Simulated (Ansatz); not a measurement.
Take a crystal in which Na has been replaced by Cs on all its sites, with the cell rescaled by a rough guess (in some cases also distorted within its space group) and nothing relaxed:

```
Cs
1.0
     4.67739    0.00000    0.00000
    -2.33870    4.05074    0.00000
     0.00000    0.00000    7.52293
Cs
2
Direct
  0.33333 0.66667 0.25000
  0.66667 0.33333 0.75000
```

Method: DFT PBEsol, scalar-relativistic, plane waves, PAW in Ansatz.

Settings: cutoff 420 eV, Γ-centred mesh 12×12×6 on the computed 2-atom cell, Gaussian smearing of 0.10 eV; no spin polarisation.

(1) Will this cell want to expand or contract, and how hard?

(2) Is it a metal on this mesh?

Spin-orbit coupling is left out, which matters for the bands of heavy elements.

Answers

(1) The pressure is 1.6 GPa (positive in compression), so the cell would expand.

(2) Yes, a band crosses the Fermi level.

This form isn't the element's structure at ambient conditions.